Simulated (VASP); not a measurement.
# As (I4/mmm) in VASP: density of states with PBE

Aim: the density of states of As with PBE.

Everything below comes from runs of VASP 6.6.1. Logs are shortened: lines on timing, memory, paths and dates and some standing lists are left out, and cuts for length are marked.

## Step 1: The crystal as given

Symmetry: I4/mmm, No. 139, tetragonal system. Conventional cell: a = 3.773 Å, b = 3.773 Å, c = 3.106 Å, α = 90.00°, β = 90.00°, γ = 90.00°. As (site symmetry 4/mmm) has 10 As at 3.09 to 3.11 Å as nearest neighbours.

The cell was built by a generator and needn't be a form met in nature.

## Step 2: Density of states, PBE

Contents of POSCAR:

```
As
1.0
   -1.8864170000      1.8864170000      1.5531820000
    1.8864170000     -1.8864170000      1.5531820000
    1.8864170000      1.8864170000     -1.5531820000
As
1
Direct
    0.0000000000      0.0000000000      0.0000000000
```

Contents of INCAR.step1:

```
PREC = Accurate ; ENCUT = 520
EDIFF = 1E-6 ; ISMEAR = -1
SIGMA = 0.1 ; LREAL = False
LASPH = True ; NELM = 80
ALGO = Fast ; ISIF = 2
LWAVE = False ; LCHARG = True
GGA = PE ; NBANDS = 8
```

Contents of KPOINTS.step1:

```
regular mesh
0
Gamma
  14 14 14
```

Contents of INCAR.step2:

```
PREC = Accurate ; ENCUT = 520
EDIFF = 1E-6 ; ISMEAR = -5
SIGMA = 0.1 ; LREAL = False
LASPH = True ; NELM = 80
ALGO = Fast ; ISIF = 2
LWAVE = False ; LCHARG = False
GGA = PE ; LORBIT = 10
NBANDS = 8 ; NEDOS = 1001
ICHARG = 11
```

Contents of KPOINTS.step2:

```
regular mesh
0
Gamma
  21 21 21
```

Potentials or basis: VASP PAW PBE potentials, release 64 (As).

On the command line:

```console
$ cat potpaw_PBE.64/As/POTCAR > POTCAR
$ cp INCAR.step1 INCAR
$ cp KPOINTS.step1 KPOINTS
$ mpirun -np 1 vasp_std > vasp.out
$ cp INCAR.step2 INCAR
$ cp KPOINTS.step2 KPOINTS
$ mpirun -np 1 vasp_std > vasp.out
```

OUTCAR:

```text
PREC = Accurate
   ENCUT = 520
   EDIFF = 1E-6
   ISMEAR = -5
   LREAL = False
   LASPH = True
   NELM = 80
   ISIF = 2
   GGA = PE
   LORBIT = 10
   ICHARG = 11

 ion  position               nearest neighbor table
   1  0.000  0.000  0.000-

  LATTYP: Found a body centered tetragonal cell.
 ALAT       =     3.7728340000
 C/A-ratio  =     0.8233502985

  Lattice vectors:

 A1 = (  -1.8864170000,   1.8864170000,   1.5531820000)
 A2 = (   1.8864170000,  -1.8864170000,   1.5531820000)
 A3 = (   1.8864170000,   1.8864170000,  -1.5531820000)

Analysis of symmetry for initial positions (statically):
=====================================================================
 Subroutine PRICEL returns:
 Original cell was already a primitive cell.

 Routine SETGRP: Setting up the symmetry group for a
 body centered tetragonal supercell.

 Subroutine GETGRP returns: Found 16 space group operations
 (whereof 16 operations were pure point group operations)
 out of a pool of 16 trial point group operations.

The static configuration has the point symmetry D_4h.

Analysis of symmetry for dynamics (positions and initial velocities):
=====================================================================
 Subroutine PRICEL returns:
 Original cell was already a primitive cell.

 Routine SETGRP: Setting up the symmetry group for a
 body centered tetragonal supercell.

 Subroutine GETGRP returns: Found 16 space group operations
 (whereof 16 operations were pure point group operations)
 out of a pool of 16 trial point group operations.

The dynamic configuration has the point symmetry D_4h.

 Subroutine INISYM returns: Found 16 space group operations
 (whereof 16 operations are pure point group operations),
 and found     1 'primitive' translations

----------------------------------------------------------------------------------------

                                     Primitive cell

  volume of cell :      22.1084

  direct lattice vectors                    reciprocal lattice vectors
    -1.886417000  1.886417000  1.553182000     0.000000000  0.265052743  0.321919775
     1.886417000 -1.886417000  1.553182000     0.265052743  0.000000000  0.321919775
     1.886417000  1.886417000 -1.553182000     0.265052743  0.265052743  0.000000000

  length of vectors
     3.086990852  3.086990852  3.086990852     0.416995561  0.416995561  0.374841184

  position of ions in fractional coordinates (direct lattice)
     0.000000000  0.000000000  0.000000000

  ion indices of the primitive-cell ions
   primitive index   ion index
                 1           1

----------------------------------------------------------------------------------------

 KPOINTS: regular mesh

Automatic generation of k-mesh.
 Grid dimensions read from file:
 generate k-points for:   21   21   21

 Generating k-lattice:

  Cartesian coordinates                     Fractional coordinates (reciprocal lattice)
     0.000000000  0.012621559  0.015329513     0.047619048  0.000000000 -0.000000000
     0.012621559  0.000000000  0.015329513     0.000000000  0.047619048 -0.000000000
     0.012621559  0.012621559  0.000000000     0.000000000  0.000000000  0.047619048

  Length of vectors
     0.019856931  0.019856931  0.017849580

  Shift w.r.t. Gamma in fractional coordinates (k-lattice)
     0.000000000  0.000000000  0.000000000

 TETIRR: Found  22611 inequivalent tetrahedra from    55566

 Subroutine IBZKPT returns following result:
 ===========================================

 Found    726 irreducible k-points:

 Following reciprocal coordinates:
            Coordinates               Weight
  0.000000  0.000000  0.000000      1.000000
  0.047619 -0.000000  0.000000      8.000000
  0.095238  0.000000  0.000000      8.000000
  0.142857 -0.000000  0.000000      8.000000
  0.190476  0.000000  0.000000      8.000000
  0.238095  0.000000  0.000000      8.000000
[... 16 lines left out ...]
 -0.428571  0.047619  0.000000     16.000000
 -0.380952  0.047619 -0.000000     16.000000
 [... further k-points ...]
   k-points           NKPTS =    726   k-points in BZ     NKDIM =    726   number of bands    NBANDS=      8
   number of dos      NEDOS =   1001   number of ions     NIONS =      1
   total plane-waves  NPLWV =  13824
   dimension x,y,z NGX =    24 NGY =   24 NGZ =   24
   dimension x,y,z NGXF=    48 NGYF=   48 NGZF=   48
   ions per type =               1
   NGX,Y,Z   is equivalent  to a cutoff of  12.92, 12.92, 12.92 a.u.
   NGXF,Y,Z  is equivalent  to a cutoff of  25.85, 25.85, 25.85 a.u.
 SYSTEM =  unknown system
   PREC   = accura    normal or accurate (medium, high low for compatibility)
   ISTART =      0    job   : 0-new  1-cont  2-samecut
   ICHARG =     11    charge: 1-file 2-atom 10-const
   ISPIN  =      1    spin polarized calculation?
   LNONCOLLINEAR =      F non collinear calculations
   LSORBIT =      F    spin-orbit coupling
   LASPH  =      T    aspherical Exc in radial PAW
   ENCUT  =  520.0 eV  38.22 Ry    6.18 a.u.   5.74  5.74  5.74*2*pi/ulx,y,z
   NELM   =     80;   NELMIN=  2; NELMDL=  0     # of ELM steps
   EDIFF  = 0.1E-05   stopping-criterion for ELM
   LREAL  =      F    real-space projection
   EDIFFG = 0.1E-04   stopping-criterion for IOM
   NSW    =      0    number of steps for IOM
   IBRION =     -1    ionic relax: 0-MD 1-quasi-New 2-CG
   NFREE  =      0    steps in history (QN), initial steepest desc. (CG)
   ISIF   =      2    stress and relaxation
   ISYM   =      2    0-nonsym 1-usesym 2-fastsym
   POTIM  = 0.5000    time-step for ionic-motion
   TEBEG  =    0.0;   TEEND  =   0.0 temperature during run
   PSTRESS=    0.0 pullay stress
   NELECT =       5.0000    total number of electrons
   NUPDOWN=      -1.0000    fix difference up-down
   EMIN   =  10.00;   EMAX   =-10.00  energy-range for DOS
   EFERMI =   0.00;   METHOD = LEGACY
   ISMEAR =    -5;   SIGMA  =   0.10  broadening in eV -4-tet -1-fermi 0-gaus
   EFERMI_NEDOS =   21; number of points for ismear=-14 and -15
   IALGO  =     68    algorithm
   IMIX   =      4    mixing-type and parameters
     AMIX     =   0.40;   BMIX     =  1.00
     AMIX_MAG =   1.60;   BMIX_MAG =  1.00
  volume/ion in A,a.u.               =      22.11       149.19
  Fermi-wavevector in a.u.,A,eV,Ry     =   0.997422  1.884854 13.535763  0.994851
  Thomas-Fermi vector in A             =   2.129577
   LORBIT       =     10    0 simple, 1 ext, 2 COOP (PROOUT), +10 PAW based schemes
   GGA     = PE    functional components
   LHFCALC =     F    Hartree Fock is set to
   AEXX    =    0.0000 exact exchange contribution
   IVDW    =     0    specifies the selected vdW correction
   LEPSILON=     F    determine dielectric tensor
   LRPA    =     F    only Hartree local field effects (RPA)
 non-spin polarized calculation
 RMM-DIIS sequential band-by-band and
 Fermi weights with tetrahedron method with Bloechl corrections
  energy-cutoff  :      520.00
  volume of cell :       22.11
 maximum number of plane-waves:       608

 number of electron       4.9999999 magnetization

 Free energy of the ion-electron system (eV)
  ---------------------------------------------------
  ext. energy  EPLUGINS =         0.00000000
  ---------------------------------------------------
  free energy    TOTEN  =        -4.13168280 eV

  energy without entropy =       -4.13168280  energy(sigma->0) =       -4.13168280

 E-fermi :   4.9194     XC(G=0): -10.1122

 val. band max:        4.9579129403   @ k =  -0.3333   0.4286   0.1905
 cond. band min:       4.8296235460   @ k =  -0.2381  -0.3333   0.2381
 fundamental gap:     -0.1282893943
 Fermi energy:         4.9193784451

 k-point     1 :       0.0000    0.0000    0.0000
  band No.  band energies     occupation
      1      -8.9984      2.00000
      2       9.0836      0.00000
      3       9.0836      0.00000
      4      10.5074      0.00000
      5      14.9934      0.00000
      6      15.8213      0.00000
      7      19.0019      0.00000
      8      19.0787      0.00000

 k-point     2 :       0.0476   -0.0000    0.0000
  band No.  band energies     occupation
      1      -8.9451      2.00000
      2       8.9451      0.00000
      3       8.9598      0.00000
      4      10.2647      0.00000
      5      15.1225      0.00000
      6      15.9532      0.00000
      7      18.5149      0.00000
      8      18.6081      0.00000

 k-point     3 :       0.0952    0.0000    0.0000
  band No.  band energies     occupation
      1      -8.7857      2.00000
      2       8.4779      0.00000
      3       8.6350      0.00000
      4       9.7150      0.00000
      5      15.3435      0.00000
      6      16.0291      0.00000
      7      17.9063      0.00000
      8      18.0470      0.00000

 k-point     4 :       0.1429   -0.0000    0.0000
  band No.  band energies     occupation
      1      -8.5215      2.00000
      2       7.5943      0.00000
      3       8.2020      0.00000
      4       9.1841      0.00000
      5      15.2254      0.00000
      6      15.4447      0.00000
      7      18.1398      0.00000
      8      18.1457      0.00000

 k-point     5 :       0.1905    0.0000    0.0000
  band No.  band energies     occupation
      1      -8.1552      2.00000
      2       6.4031     -0.01240
      3       7.7392      0.00000
      4       8.7607      0.00000
      5      14.5652      0.00000
      6      14.7119      0.00000
      7      18.7443      0.00000
      8      18.9380      0.00000
[... 177 lines left out ...]
 k-point    22 :      -0.4762    0.0476   -0.0000
  band No.  band energies     occupation
      1      -4.9878      2.00000
      2      -0.0310      2.00000
      3       5.8662     -0.01279
      4       7.3667      0.00000
      5      11.7324      0.00000
      6      12.7085      0.00000
      7      20.7381      0.00000
      8      21.5302      0.00000

 k-point    23 :      -0.4286    0.0476    0.0000
  band No.  band energies     occupation
      1      -5.5649      2.00000
      2       0.8383      2.00000
      3       5.9535     -0.01173
      4       7.4686      0.00000
      5      11.9767      0.00000
      6      12.9634      0.00000
      7      20.9132      0.00000
      8      21.5890      0.00000

 k-point    24 :      -0.3810    0.0476   -0.0000
  band No.  band energies     occupation
      1      -6.2271      2.00000
      2       1.9597      2.00000
      3       6.1340     -0.00434
      4       7.6412      0.00000
      5      12.3628      0.00000
      6      13.3308      0.00000
      7      20.5590      0.00000
      8      22.1473      0.00000

 [... further k-points ...]

------------------------ aborting loop because EDIFF is reached ----------------------------------------

  FORCE on cell =-STRESS in cart. coord.  units (eV):
  Direction    XX          YY          ZZ          XY          YZ          ZX
  --------------------------------------------------------------------------------------
  -------------------------------------------------------------------------------------
  Total       -1.0377401     -1.0377401     -1.1833885      0.0000000     -0.0000000      0.0000000
  in kB      -75.2040885    -75.2040885    -85.7590904      0.0000000     -0.0000000      0.0000000
  external PRESSURE =     -78.7224225 kB  Pullay stress =       0.0000000 kB

 VOLUME and BASIS-vectors are now :
 -----------------------------------------------------------------------------
  energy-cutoff  :      520.00
  volume of cell :       22.11
      direct lattice vectors                 reciprocal lattice vectors
    -1.886417000  1.886417000  1.553182000     0.000000000  0.265052743  0.321919775
     1.886417000 -1.886417000  1.553182000     0.265052743  0.000000000  0.321919775
     1.886417000  1.886417000 -1.553182000     0.265052743  0.265052743  0.000000000

 POSITION                                       TOTAL-FORCE (eV/Angst)
 -----------------------------------------------------------------------------------
      0.00000      0.00000      0.00000        -0.000000      0.000000      0.000000
 -----------------------------------------------------------------------------------
    total drift:                                0.000000      0.000000      0.000000

  FREE ENERGIE OF THE ION-ELECTRON SYSTEM (eV)
  ---------------------------------------------------
  free  energy   TOTEN  =        -4.1316827958 eV

  energy  without entropy=       -4.1316827958  energy(sigma->0) =       -4.13168280

 total charge

# of ion       s       p       d       tot
------------------------------------------
    1        1.348   1.169   0.033   2.550
```

Run time: 44 s. Hardware: 1 thread of Intel Xeon Platinum 8559C (Emerald Rapids), shared host; peak memory 0.26 GiB.

Results:

```
Valence electrons inside the program's atomic spheres : As 2.55
```

States per cell in windows of 1 eV (zero at the Fermi level; states under -8 eV left out):
```
from (eV)  total  As1_p  As1_s  As1_d
     -8.0   0.00   0.00   0.00   0.00
     -7.0   0.00   0.00   0.00   0.00
     -6.0   0.11   0.04   0.00   0.00
     -5.0   0.54   0.19   0.02   0.00
     -4.0   0.63   0.22   0.04   0.00
     -3.0   0.57   0.21   0.03   0.01
     -2.0   0.56   0.22   0.03   0.01
     -1.0   0.59   0.25   0.02   0.01
      0.0   0.68   0.31   0.02   0.01
      1.0   0.79   0.39   0.02   0.01
      2.0   0.84   0.46   0.01   0.01
      3.0   0.51   0.30   0.00   0.01
      4.0   0.23   0.12   0.00   0.01
      5.0   0.08   0.01   0.00   0.01
      6.0   0.15   0.01   0.00   0.02
      7.0   0.49   0.03   0.02   0.08
```

Caveat: tetrahedron occupations give inexact forces and stress in metals.
